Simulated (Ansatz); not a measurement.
A calculation with Ansatz 0.2.0 of Si (ASE script, Cartesian positions):

The input run.py:

```python
import json

import ase.io
import numpy as np

import ansatz as az

atoms = ase.io.read("Si.xyz")
atoms.set_initial_magnetic_moments([[0.289, 0.289, 0.289], [-0.144, -0.144, -0.144]])

calculation = (
    az.Crystal.from_ase(atoms)
    .calculation()
    .kpoints(8, 8, 8)
    .functional("blyp", dispersion="d3bj")
    .pseudopotentials(kind="paw")
    .spin("noncollinear", soc=False)
    .scf(extra_bands=6)
    .occupations(method="fixed")
    .density_of_states(energy_step=0.05, projected=True, nscf_kmesh=(12, 12, 12))
    .forces()
    .stress()
    .band_table(publish=True)
)
outcome = calculation.run(threads=2, events_out="events.jsonl")

report = outcome.report
for line in open("events.jsonl"):
    event = json.loads(line)
    if event["event"] == "scf_iter":
        d = event["data"]
        print(f"SCF {d['iter']:3d}  HF = {d['harris_foulkes_ev']:.6f} eV  dr2 = {d['dr2_ev']:.2e} eV")
    elif event["event"] in ("relax_step", "md_step"):
        d = event["data"]
        print(f"{event['event']} {d['step']:3d}  E = {d['lagrangian_ev']:.6f} eV")
np.set_printoptions(precision=5, suppress=True, linewidth=110)
print("converged:", report["converged"], "after", report["n_iterations"], "iterations")
print(f"free energy {report['free_energy_ev']:.6f} eV, Fermi level {report['fermi_energy_ev']:.4f} eV")
for key in ("band_edges_ev", "magnetization_mub", "site_moments_mub", "site_moments_nc_mub", "forces_ev_ang",
                "stress_gpa"):
    if report.get(key) is not None:
        print(key, np.array(report[key]), sep="\n")
```

Si.xyz

```xyz
2
Lattice="0.0000000000 2.7576691254 2.7576691254 2.7576691254 0.0000000000 2.7576691254 2.7576691254 2.7576691254 0.0000000000" Properties=species:S:1:pos:R:3 pbc="T T T"
Si     2.7576691254      2.7576691254      2.7576691254
Si     4.1365036881      4.1365036881      4.1365036881
```

Potentials or basis: Ansatz PAW.

Run with:

```bash
$ python run.py
```

The cell isn't the ideal one: volume scaled by 1.04.

**Question.** Write the same calculation in another form: native input, structure typed inline.

**Answer.** As run:

File input.yaml:

```yaml
crystal:
  lattice:
    - [0.0, 2.7576691254, 2.7576691254]
    - [2.7576691254, 0.0, 2.7576691254]
    - [2.7576691254, 2.7576691254, 0.0]
  atoms:
    - { symbol: Si, position: [0.5, 0.5, 0.5], spin: 0.501, spin_axis: [0.289, 0.289, 0.289] }
    - { symbol: Si, position: [0.75, 0.75, 0.75], spin: 0.249, spin_axis: [-0.144, -0.144, -0.144] }
hamiltonian:
  xc: blyp
  pseudopotentials: { kind: paw }
  dispersion: d3bj
magnetization:
  noncollinear: true
  spin_orbit: false
kpoints:
  mp_grid: { grid: [8, 8, 8] }
scf:
  occupations: { method: fixed }
  n_extra_bands: 6
output:
  forces: true
  stress: true
  eigenvalues: true
  dos: { projected: true, de: 0.05, nscf_kmesh: { grid: [12, 12, 12] } }
```

Potentials or basis: Ansatz PAW.

Run with:

```console
$ ansatz run input.yaml --threads 2 --pin off --max-ram 5120MiB --backend cpu --events-out ev --progress --plain --runs-dir out
```

Both were run:

|  | ASE script, Cartesian positions | native input, structure typed inline |
| --- | --- | --- |
| Pressure | -4.0 GPa | -4.0 GPa |
| Band gap on the k mesh | 0.89 eV, indirect (least direct gap 2.58 eV) | 0.89 eV, indirect (least direct gap 2.58 eV) |
| Net moment | 0.00 μB per cell | 0.00 μB per cell |
| Absolute moment | 0.00 μB per cell | 0.00 μB per cell |

Keys that steer only the numerical path or the files written may differ.

Caveat: the PAW data sets come from PBE, with cores solved anew for the run's functional, which leaves a small shift of forces and pressure; the starting moments weren't kept.
